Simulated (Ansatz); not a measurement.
# BaTiO3: the cost of one run

Method: DFT r2SCAN, scalar-relativistic, plane waves, PAW, in Ansatz 0.2.0.

1 further run of the same task is left out (set aside as unsound or not needed).

## Step 1: The starting structure

It takes space group Pm-3m (No. 221, cubic). Conventional cell: a = 3.994 Å, b = 3.994 Å, c = 3.994 Å, α = 90.00°, β = 90.00°, γ = 90.00°. Around Ba (site symmetry m-3m) lie 12 O at 2.82 Å. Around Ti (site symmetry m-3m) lie 6 O at 2.00 Å. O (site symmetry 4/mmm) has 2 Ti at 2.00 Å and 4 Ba at 2.82 Å as nearest neighbours.

Structure file:

```
Ba Ti O
1.0
     3.99404    0.00000    0.00000
     0.00000    3.99404    0.00000
     0.00000    0.00000    3.99404
Ba Ti O
1 1 3
Direct
  0.50000 0.50000 0.50000
  0.00000 0.00000 0.00000
  0.50000 0.00000 0.00000
  0.00000 0.50000 0.00000
  0.00000 0.00000 0.50000
```

This cell was relaxed beforehand with the same method: volume 12.74 Å³/atom, gap on the mesh 2.17 eV.

## Step 2: Zero of energy

The reference gives a free energy of -10183.7939 eV, pressure 0.00 GPa, largest force 0.000 eV/Å and gap on the mesh 2.17 eV. It was computed beforehand with the settings of the runs below.

## Step 3: Setting up moving one atom along a line

Atom 1 (Ba) is moved by x along the Cartesian unit vector (0.000, -0.707, -0.707); the cell and all other atoms stay fixed. Forces below are components along that vector, summed over the moved atoms. In a periodic cell its images move with it.

## Step 4: x = -0.100 Å

input.yaml reads:

```yaml
crystal:
  lattice:
    - [3.9940382582, 0.0, 0.0]
    - [0.0, 3.9940382582, 0.0]
    - [0.0, 0.0, 3.9940382582]
  atoms:
    - { symbol: Ba, position: [0.5, 0.5177040563, 0.5177040563] }
    - { symbol: Ti, position: [0.0, 0.0, 0.0] }
    - { symbol: O, position: [0.5, 0.0, 0.0] }
    - { symbol: O, position: [0.0, 0.5, 0.0] }
    - { symbol: O, position: [0.0, 0.0, 0.5] }
basis:
  ecutwfc: 500
kpoints:
  mp_grid: { grid: [8, 8, 8] }
hamiltonian:
  xc: r2scan
scf:
  occupations: { method: gaussian, width: 0.05 }
output:
  forces: true
  stress: true
  eigenvalues: true
```

Command:

```
$ ansatz run input.yaml --threads 1 --pin off --max-ram 2560MiB --backend cpu --events-out ev --progress --plain --runs-dir out
```

Q: Estimate wall time and peak memory on 1 thread of AMD EPYC (Zen 3), shared host.

About 43 s, with a peak of 0.55 GiB.
